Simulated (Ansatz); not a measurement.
**Gallium, beta-Sn type under revPBE: ground state and equation of state**

What does revPBE give for gallium in the beta-Sn type structure? We relax it, solve it on a dense k-mesh, then scale the cell to 7 volumes from 88 to 112 % of the relaxed one and try a fit of the equation of state. Spin polarisation is left out. The k-meshes are 12×12×8 for the relaxation; 22×22×13 for the dense run; 15×15×9 for the volumes.

Method: DFT revPBE, plane waves (420 eV) with PAW, scalar-relativistic; the PAW data stem from PBE, with regenerated cores, in Ansatz 0.2.0.

### 1 The starting structure

The structure is tetragonal, space group I4_1/amd (No. 141). Conventional cell: a = 5.322 Å, b = 5.322 Å, c = 2.906 Å, α = 90.00°, β = 90.00°, γ = 90.00°. Around Ga (site symmetry -4m2) lie 6 Ga at 2.76 to 2.91 Å.

Structure file:

```
CELL_PARAMETERS angstrom
-2.66095 2.66095 1.45288
2.66095 -2.66095 1.45288
2.66095 2.66095 -1.45288
ATOMIC_POSITIONS crystal
Ga 0.00000 0.00000 0.00000
Ga 0.75000 0.25000 0.50000
```

### 2 Geometry optimisation

input.yaml reads:

```yaml
crystal:
  lattice:
    - [-2.6609524053, 2.6609524053, 1.4528800133]
    - [2.6609524053, -2.6609524053, 1.4528800133]
    - [2.6609524053, 2.6609524053, -1.4528800133]
  atoms:
    - { symbol: Ga, position: [0.0, 0.0, 0.0] }
    - { symbol: Ga, position: [0.75, 0.25, 0.5] }
hamiltonian:
  xc: revpbe
  pseudopotentials:
    kind: paw
    azcp:
      Ga: "pseudopotentials/Ga.paw.azcp"
basis:
  ecutwfc: 420
  fft_grid_basis: typed
kpoints:
  mp_grid: { grid: [12, 12, 8], shift: [0, 0, 0] }
magnetization:
  spin_polarized: false
scf:
  occupations: { method: fermi_dirac, width: 0.1 }
relax:
  max_steps: 60
  f_tol: 0.01
  cell: {}
```

Further steps of the session: Dense single point; The cell scaled to 88 % of its volume; The cell scaled to 92 % of its volume; The cell scaled to 96 % of its volume; The cell scaled to 100 % of its volume; The cell scaled to 104 % of its volume; The cell scaled to 108 % of its volume; The cell scaled to 112 % of its volume.

Before running it: what results should come out? Wanted: space group; conventional cell; volume; shortest distance; gap on the mesh; relative to alpha-Ga; V₀, B₀, B₀′.

As calculated:

| quantity | value |
| --- | --- |
| space group (spins left aside) | C2/c (No. 15) |
| conventional cell | a = 2.835 Å, b = 6.945 Å, c = 4.122 Å, β = 99.43° |
| volume | 20.010 Å³/atom |
| shortest distance | 2.793 Å |
| gap on the mesh | none (levels filled in part) |
| relative to alpha-Ga (Cmce) | +34 meV/atom |
| V₀, B₀, B₀′ | 20.064 Å³/atom, 43 GPa, 5.1 |

What this shows: The relaxation shrank the cell by 2.7 % in volume. What began as beta-Sn type has relaxed into C2/c. What follows belongs to that structure, not to the type named at the start. The mesh has less symmetry than the lattice, which may have let the distortion in. Against the reference form of gallium (alpha-Ga (Cmce), computed apart with the same settings) it stands 34 meV/atom higher. No gap shows: it is a metal or semimetal at this level. The fitted modulus is 43 GPa; letting shape and positions relax at each volume could only lower it.
